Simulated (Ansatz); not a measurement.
**Phase order of La (with spin–orbit coupling)**

Structure types of La are relaxed in primitive cells with their symmetry kept at 0 GPa, first on PAW files, then by LAPW. The enthalpy is E + pV at zero temperature, without zero-point motion. Only the types listed were tried, and differences under about 5 meV/atom are mesh noise. Not among the end structures: fcc, which may lie lower.

All numbers are PBE results (with spin–orbit coupling) from Ansatz 0.2.0, with Fermi–Dirac smearing of 0.05 eV, no spin polarisation. Methods: LAPW: all electrons, basis error target 0.5 meV/atom; PAW: frozen-core files, cutoff 420 eV.

k meshes: bcc 14×14×14, hcp 13×13×7.

```
start type        ends as          a, b, c (Å)  V (Å³/atom)  H − H(lowest), LAPW (meV/atom)
       bcc     bcc, Im-3m  4.225, 4.225, 4.225        37.71                               ?
       hcp  hcp, P6_3/mmc  3.772, 3.772, 6.102        37.60                             0.0
```

Q: What belongs in the row "bcc", column "H − H(lowest), LAPW (meV/atom)"?

A: 103.9.
